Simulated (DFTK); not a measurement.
**ZrN in DFTK: convergence with supersampling**

The system is ZrN.

```
Zr N
1.0
     0.00000    2.30000    2.30000
     2.30000    0.00000    2.30000
     2.30000    2.30000    0.00000
Zr N
1 1
Cartesian
  2.3000 2.3000 2.3000
  0.0000 0.0000 0.0000
```

* Program: DFTK 0.8.2
* Task: convergence study
* Functional: r2SCAN
* Potentials or basis: SG15 1.2 (PBE)
* Cutoff: 1225 eV
* k mesh: 4 × 4 × 4
* Occupations: cold, width 0.05 eV
* Spin: no spin polarisation

These are the settings of the first run; the series varies supersampling, with any setting tied to it.

Hardware: 1 thread of Intel(R) Xeon(R) Platinum 8259CL CPU @ 2.50GHz (Skylake/Cascade Lake), on a shared host.

Question: The values tried are 1.2, 1.4, 1.6, 1.8, 2, 2.5, loosest first. From which on does the pressure stay within 0.1 GPa of the tightest run that finished?

Answer: From 1.6 on.

```
supersampling  energy less the tightest run (meV/atom)  pressure (GPa)  SCF cycles
          1.2                                     3.31           -2.36          11
          1.4                                     1.05           -2.47          12
          1.6                                    -0.92           -2.27          12
          1.8                                    -0.10           -2.28          12
            2                                     0.05           -2.33          12
          2.5                                     0.00           -2.29          12
```

Against the tightest run, the energy stays within 1 meV/atom from 1.6 on. The tightest run that finished is the yardstick and may itself not be fully converged.

Caveat, for the tightest run too: the k mesh is coarse (spacing up to 0.59 Å⁻¹), so the values aren't converged; the potentials were made for another functional, which shifts forces and pressure.
